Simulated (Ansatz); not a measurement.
## Zn: the change of pressure and energy above lowest point with volume per atom

All results are calculated (Ansatz 0.2.0 development build). Equation of state of a cubic crystal from periodic Kohn-Sham density functional theory without spin; pressure corrected for the finite basis.

Cell of the first row (space group Pm-3m, No. 221):
```
CELL_PARAMETERS angstrom
2.57750 0.00000 0.00000
0.00000 2.57750 0.00000
0.00000 0.00000 2.57750
ATOMIC_POSITIONS crystal
Zn 0.00000 0.00000 0.00000
```

Settings of every row: formula Zn; structure type simple cubic; functional PBE; spin treatment none; k mesh 21x21x21; occupation method fermi-dirac; occupation width 0.061225619 eV; wave cutoff 420 eV; datasets soft-1 PAW; density cutoff ratio 4.

Limits: a cubic model structure, not a phase known at ambient conditions; modest k-mesh, values are not fully converged in k.

| row | volume per atom (Å³) | pressure (GPa) | energy above lowest point (meV/atom) |
| --- | --- | --- | --- |
| 1 | 17.124 | 3.383 | 10.56 |
| 2 | 17.488 | 2.087 | 4.38 |
| 3 | 17.853 | 0.939 | 0.96 |
| 4 | 18.217 | -0.079 | 0 |
| 5 | 18.581 | -0.979 | 1.23 |
| 6 | 18.946 | -1.773 | 4.37 |
| 7 | 19.31 | ? | ? |

Question: what pressure and energy above lowest point should row 7 give?

Worked fit of pressure. Take u = (V_r/V)^(2/3) − 1 with V_r = 18.035 Å³ an atom, which is twice the finite (Eulerian) strain; such expansions in the strain, on which the Birch-Murnaghan equation of state is built, carry the rest volume and the bulk modulus. The shown rows have u = 0.03516, 0.02075, 0.00678, -0.00667, -0.01969, -0.03232. Least squares give pressure = 0.4136 + 75.662 × u + 248.67 × u² GPa; a straight line predicts inner rows, each left out in turn, worse (root mean square 0.11 against 0.0029 GPa). The rows lie off it by 0.002, -0.004, 0.001, 0.001, 0.001, -0.001. The pressure vanishes at u = -0.0056, or V = 18.19 Å³ an atom, and there the bulk modulus at fixed shape and fractions is B = −V dP/dV = (2/3)(1 + u) dP/du = 48.3 GPa. The withheld row has u = -0.04452, so the fit gives 0.4136 + 75.662 × (-0.04452) + 248.67 × (-0.04452)² = -2.462 GPa.

The calculation gave -2.472 GPa. The fit lies 0.010 GPa (0.17 % of the column's range) above it; its largest miss of a shown row is 0.004 GPa. This row lies beyond the range of the fit.

Worked fit of energy above lowest point. Take u = (V_r/V)^(2/3) − 1 with V_r = 18.035 Å³ an atom, which is twice the finite (Eulerian) strain; such expansions in the strain, on which the Birch-Murnaghan equation of state is built, carry the rest volume and the bulk modulus. The shown rows have u = 0.03516, 0.02075, 0.00678, -0.00667, -0.01969, -0.03232. Least squares give energy above lowest point = 0.195 + 69.94 × u + 6274.4 × u² + 3460 × u³ meV/atom; a parabola predicts inner rows, each left out in turn, worse (root mean square 0.043 against 0.0094 meV/atom). The rows lie off it by 0.00, 0.00, 0.00, -0.01, 0.01, 0.00. Its lowest point lies at u = -0.0056, or V = 18.19 Å³ an atom, and the curvature there gives the bulk modulus at fixed shape and fractions, B = (4/9)(1 + u)² E″(u)/V = 48.1 GPa. The withheld row has u = -0.04452, so the fit gives 0.195 + 69.94 × (-0.04452) + 6274.4 × (-0.04452)² + 3460 × (-0.04452)³ = 9.21 meV/atom.

The calculation gave 9.21 meV/atom. The fit meets it to the printed digit. This row lies beyond the range of the fit.
